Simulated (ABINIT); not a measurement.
# AlNi (Pm-3m) in ABINIT: optical spectrum with LDA

Aim: the optical spectrum of AlNi with LDA.

All numbers are computed with ABINIT 10.8.3 (patched build); they aren't measurements. Logs are shortened: lines on timing, memory, paths and dates and some standing lists are left out, and cuts for length are marked. The log counts tension as positive stress, the text compression.

## 1. Starting point

It takes space group Pm-3m (No. 221, cubic). The conventional cell has a = 2.881 Å, b = 2.881 Å, c = 2.881 Å, α = 90.00°, β = 90.00°, γ = 90.00°. Around Ni (site symmetry m-3m) lie 8 Al at 2.50 Å. Al (site symmetry m-3m) has 8 Ni at 2.50 Å as nearest neighbours.

## 2. Optical spectrum, LDA, collinear spin, ferromagnetic start

Input file run.abi:

```
# Datasets
ndtset 3

# Pseudopotentials
pp_dirpath "./"
pseudos "Ni.upf, Al.upf"

# Structure
acell 3*1.0 Angstrom
rprim
     2.8810000000     0.0000000000     0.0000000000
     0.0000000000     2.8810000000     0.0000000000
     0.0000000000     0.0000000000     2.8810000000
ntypat 2
znucl 28 13
natom 2
typat 1 2
xred
            1/2            1/2            1/2
            0.0            0.0            0.0

# Plane-wave basis
ecut 46.0

# k points
ngkpt 16 16 16
nshiftk 1
shiftk 0.5 0.5 0.5
istwfk *1

# Exchange and correlation
ixc 7

# Bands and occupations
occopt 4
tsmear 0.136 eV

# Spin
nsppol 2
spinat
     0.0000000000     0.0000000000     1.0000000000
     0.0000000000     0.0000000000     0.0000000000

# SCF cycle
nstep 80

# Output
iomode 3
prteig 0
prtebands 0

# Dataset 1: ground state
nband1 15
tolvrs1 1.0e-12
prtden1 1
prtwf1 0
kptopt1 1

# Dataset 2: empty bands at fixed density
iscf2 -3
getden2 1
nband2 26
nbdbuf2 4
tolwfr2 1.0e-12
nstep2 120
prtden2 0
kptopt2 1

# Dataset 3: wave functions and velocity matrix elements in the full zone
optdriver3 8
wfk_task3 "wfk_optics_fullbz"
getwfk3 2
nband3 22
kptopt3 1
prtevk3 1
inclvkb3 2
```

Input file optic.abi:

```
&FILES
 ddkfile_1 = 'runo_DS3_1_EVK.nc',
 ddkfile_2 = 'runo_DS3_2_EVK.nc',
 ddkfile_3 = 'runo_DS3_3_EVK.nc',
 wfkfile = 'runo_DS3_WFK.nc'
/
&PARAMETERS
 broadening = 0.005512,
 domega = 0.002,
 maxomega = 0.8,
 scissor = 0.000000,
 tolerance = 0.002
/
&COMPUTATIONS
 num_lin_comp = 1,
 lin_comp = 11,
 num_nonlin_comp = 0
/
```

Potentials or basis: PseudoDojo NC SR LDA v0.4.1 standard.

Command:

```bash
mpirun --bind-to none -np 4 abinit run.abi > log 2>&1
optic optic.abi > optic.log 2>&1
```

run.abo:

```text
.Version 10.8.3 of ABINIT
 DATASET    1 : space group Pm -3 m (#221); Bravais cP (primitive cubic)
================================================================================
 Values of the parameters that define the memory need for DATASET  1.
     intxc =       0    ionmov =       0      iscf =       7    lmnmax =       6
     lnmax =       6     mgfft =      36  mpssoang =       3    mqgrid =    3001
     natom =       2  nloc_mem =       1    nspden =       2   nspinor =       1
    nsppol =       2      nsym =      48    n1xccc =    2501    ntypat =       2
    occopt =       4   xclevel =       1
       mpw =        2427          nfft =       46656          nkpt =         120
================================================================================
================================================================================
[... 13 lines left out ...]
 DATASET    3 : space group Pm -3 m (#221); Bravais cP (primitive cubic)
================================================================================
 Values of the parameters that define the memory need for DATASET  3.
     intxc =       0    ionmov =       0      iscf =       7    lmnmax =       6
     lnmax =       6     mgfft =      36  mpssoang =       3    mqgrid =    3001
     natom =       2  nloc_mem =       1    nspden =       2   nspinor =       1
    nsppol =       2      nsym =      48    n1xccc =    2501    ntypat =       2
    occopt =       4   xclevel =       1
       mpw =        2427          nfft =       46656          nkpt =         120
================================================================================
================================================================================

--------------------------------------------------------------------------------
------------- Echo of variables that govern the present computation ------------
--------------------------------------------------------------------------------
 -outvars: echo values of preprocessed input variables --------
            acell      1.8897261259E+00  1.8897261259E+00  1.8897261259E+00 Bohr
              amu      5.86900000E+01  2.69815390E+01
             ecut      4.60000000E+01 Hartree
           getden1          0
           getden2          1
           getden3          0
           getwfk1          0
           getwfk2          0
           getwfk3          2
             iscf1          7
             iscf2         -3
             iscf3          7
              ixc           7
           jdtset        1    2    3
                       outvar_i_n : Printing only first  50 k-points.
         kptrlatt       16    0    0      0   16    0      0    0   16
          kptrlen      8.71088155E+01
            natom           2
            nband1         15
            nband2         26
            nband3         22
           nbdbuf1          0
           nbdbuf2          4
           nbdbuf3          0
           ndtset           3
            ngfft          36      36      36
             nkpt         120
[... 981 lines left out ...]
   1.12449    1.12449    1.12743    1.23680    1.23680    1.24649    1.27700    1.27700
   1.29548    1.34424
      occupation numbers for kpt#   1
   1.00000    1.00000    1.00000    1.00000    1.00000    1.00000    1.00000    1.00000
   1.00000    1.00000    0.00000    0.00000    0.00000    0.00000    0.00000    0.00000
   0.00000    0.00000    0.00000    0.00000    0.00000    0.00000    0.00000    0.00000
   0.00000    0.00000
 prteigrs : prtvol=0 or 1, do not print more k-points.

--- !EnergyTerms
iteration_state     : {dtset: 2, }
comment             : Components of total free energy in Hartree
kinetic             :  7.98346460004840E+01
hartree             :  6.38944328411253E+01
xc                  : -2.23605660902143E+01
Ewald energy        : -9.47255810573542E+01
psp_core            :  2.63538285659422E+00
local_psp           : -1.73013093209482E+02
non_local_psp       : -2.63462704726026E+01
internal            : -1.70081049131450E+02
'-kT*entropy'       :  9.64817615497046E-06
total_energy        : -1.70081039483273E+02
...

--- !EnergyTermsDC
iteration_state     : {dtset: 2, }
comment             : '"Double-counting" decomposition of free energy'
band_energy         : -1.49804932221292E+01
Ewald energy        : -9.47255810573542E+01
psp_core            :  2.63538285659422E+00
xc_dc               : -6.30103581934312E+01
internal            : -1.70081049616320E+02
'-kT*entropy'       :  9.64817615497046E-06
total_energy_dc     : -1.70081039968144E+02
...

================================================================================
== DATASET  3 ==================================================================

--- !DatasetInfo
iteration_state: {dtset: 3, }
dimensions: {natom: 2, nkpt: 120, mband: 22, nsppol: 2, nspinor: 1, nspden: 2, mpw: 2427, }
cutoff_energies: {ecut:  46.0, pawecutdg:  -1.0, }
electrons: {nelect:   2.10000000E+01, charge:   0.00000000E+00, occopt:   4.00000000E+00, tsmear:   4.99790782E-03, }
meta: {optdriver: 8, wfk_task: 7, }
...

 mkfilename : getwfk/=0, take file _WFK from output of DATASET   2.

 Exchange-correlation functional for the present dataset will be:
  LDA: Perdew-Wang 92 LSD fit to Ceperley-Alder data - ixc=7
  J.P.Perdew and Y.Wang, PRB 45, 13244 (1992)

--------------------------------------------------------------------------------

 Computation of velocity matrix elements (DDK)

 Parameters extracted from the Abinit header:
    ecut:     46.0
    nkpt:    4096
    mband:   26
    nsppol:  2
    nspinor: 1
    useylm:  0
    inclvkb: 2
    bmin: 1, bmax: 26
    Computing diagonal and off-diagonal matrix elements
    Between band index bmin: 1, bmax: 26

== END DATASET(S) ==============================================================
================================================================================

 -outvars: echo values of variables after computation  --------
            acell      1.8897261259E+00  1.8897261259E+00  1.8897261259E+00 Bohr
           etotal1    -1.7008103997E+02
           etotal2    -1.7008103997E+02
           etotal3     0.0000000000E+00
            fcart1    -0.0000000000E+00 -0.0000000000E+00 -0.0000000000E+00
                      -0.0000000000E+00 -0.0000000000E+00 -0.0000000000E+00
            fcart3     0.0000000000E+00  0.0000000000E+00  0.0000000000E+00
                       0.0000000000E+00  0.0000000000E+00  0.0000000000E+00
            rprim      2.8810000000E+00  0.0000000000E+00  0.0000000000E+00
                       0.0000000000E+00  2.8810000000E+00  0.0000000000E+00
                       0.0000000000E+00  0.0000000000E+00  2.8810000000E+00
           strten1     3.1245247868E-04  3.1245247868E-04  3.1245247868E-04
                       0.0000000000E+00  0.0000000000E+00  0.0000000000E+00
           strten3     0.0000000000E+00  0.0000000000E+00  0.0000000000E+00
                       0.0000000000E+00  0.0000000000E+00  0.0000000000E+00
           xangst      1.4405000000E+00  1.4405000000E+00  1.4405000000E+00
                       0.0000000000E+00  0.0000000000E+00  0.0000000000E+00
             xred      5.0000000000E-01  5.0000000000E-01  5.0000000000E-01
                       0.0000000000E+00  0.0000000000E+00  0.0000000000E+00
 Calculation completed.
```

It took 5.1 min on 4 MPI ranks of Arm Neoverse V2, shared host; peak memory 12 GiB.

Results:

```yaml
Free_energy: -4628.1409 eV
Pressure: -9.2 GPa
Net_moment: 0.00 μB per cell
```

Dielectric function (mean over the directions given):
| energy (eV) | real part | imaginary part |
| --- | --- | --- |
| 0.33 | 14.05 | 0.74 |
| 0.98 | 12.93 | 2.55 |
| 1.63 | 14.94 | 4.36 |
| 2.29 | 13.30 | 12.01 |
| 2.94 | 3.31 | 8.97 |
| 3.70 | 6.43 | 8.09 |
| 4.35 | 3.57 | 12.45 |
| 5.01 | 2.43 | 9.11 |
| 5.66 | 0.67 | 9.96 |
| 6.31 | -1.16 | 7.25 |
| 7.08 | -1.07 | 6.13 |
| 7.73 | -2.17 | 6.55 |
| 8.38 | -2.08 | 4.43 |
| 9.03 | -2.05 | 3.43 |
| 9.69 | -1.82 | 2.71 |
| 10.45 | -1.40 | 2.07 |
| 11.10 | -1.19 | 1.96 |
| 11.76 | -1.22 | 1.56 |
| 12.41 | -0.99 | 1.35 |
| 13.06 | -0.80 | 1.04 |
| 13.82 | -0.51 | 0.99 |
| 14.48 | -0.32 | 0.82 |
| 15.13 | -0.26 | 0.76 |
| 15.78 | -0.20 | 0.72 |
| 16.44 | -0.06 | 0.68 |
| 17.20 | 0.00 | 0.65 |
| 17.85 | 0.08 | 0.66 |
| 18.50 | 0.09 | 0.56 |
| 19.16 | 0.11 | 0.53 |
| 19.92 | 0.21 | 0.47 |

Caveat: the intraband (Drude) term is left out; small starting moments can end in a higher magnetic state in this program; spectra need much finer meshes, so this one isn't converged; independent-particle spectra lack excitons.
